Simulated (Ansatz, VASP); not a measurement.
## ZnS in VASP and in Ansatz

The input INCAR:

```
PREC = Accurate ; ENCUT = 520
EDIFF = 1E-6 ; ISMEAR = 0
SIGMA = 0.01 ; LREAL = F
LASPH = T ; NELM = 80
ALGO = Normal ; ISIF = 2
LWAVE = F ; LCHARG = F
NBANDS = 26
```

Contents of KPOINTS:

```
regular mesh
0
Gamma
  9 9 6
```

The input POSCAR:

```
ZnS
1.0
    3.7381765707      0.0000000000      0.0000000000
   -1.8690882854      3.2373558741      0.0000000000
    0.0000000000      0.0000000000      6.1427593467
Zn S
2 2
Direct
    0.3333333333      0.6666666667     -0.0372644515
    0.6666666667      0.3333333333      0.4627355485
    0.3333333333      0.6666666667      0.4122644515
    0.6666666667      0.3333333333      0.9122644515
```

Input for Ansatz:

```yaml
crystal:
  lattice:
    - [3.7381765707, 0.0, 0.0]
    - [-1.8690882854, 3.2373558741, 0.0]
    - [0.0, 0.0, 6.1427593467]
  atoms:
    - { symbol: Zn, position: [0.3333333333, 0.6666666667, -0.0372644515] }
    - { symbol: Zn, position: [0.6666666667, 0.3333333333, 0.4627355485] }
    - { symbol: S, position: [0.3333333333, 0.6666666667, 0.4122644515] }
    - { symbol: S, position: [0.6666666667, 0.3333333333, 0.9122644515] }
basis:
  ecutwfc: 420
  xc_grid: 2
kpoints:
  mp_grid: { grid: [9, 9, 6] }
hamiltonian:
  xc: lda
  pseudopotentials: { kind: paw, azcp: { folder: soft_1 } }
scf:
  occupations: { method: fixed }
output:
  forces: true
  stress: true
  eigenvalues: true
  polarization: {}
```

Change from the starting cell: polar distortion scaled by 0.40.

Alike in both runs: task single point; functional LDA; k mesh 9 × 9 × 6; no spin polarisation.

|  | VASP | Ansatz |
| --- | --- | --- |
| version | VASP 6.6.1 | Ansatz 0.2.0 |
| potentials or method | VASP PAW LDA potentials, release 64 (Zn, S) | scalar-relativistic, plane waves, PAW |
| plane-wave cutoff (eV) | 520 | 420 |
| occupations | gaussian, width 0.01 eV | fixed |
| valence electrons in the cell | 36 | 36 |

|  | VASP | Ansatz | Ansatz less VASP |
| --- | --- | --- | --- |
| gap on the k mesh at the Fermi level (eV) | 2.59 | 2.55 | -0.035 |
| least direct gap on the mesh (eV) | 2.59 | 2.55 | -0.035 |
| pressure (GPa) | 5.0 | 4.7 | -0.31 |
| largest component of the traceless stress (GPa) | 7.12 | 6.91 | -0.209 |
| rms of the force components (eV/Å) | 0.473 | 0.467 | -0.0062 |

Atom by atom the forces differ by 0.006 eV/Å (rms over components). Ansatz warned: «pseudo_functional_mismatch».

Caveats: an odd mesh through Γ misses points on the zone boundary, where band edges often lie.
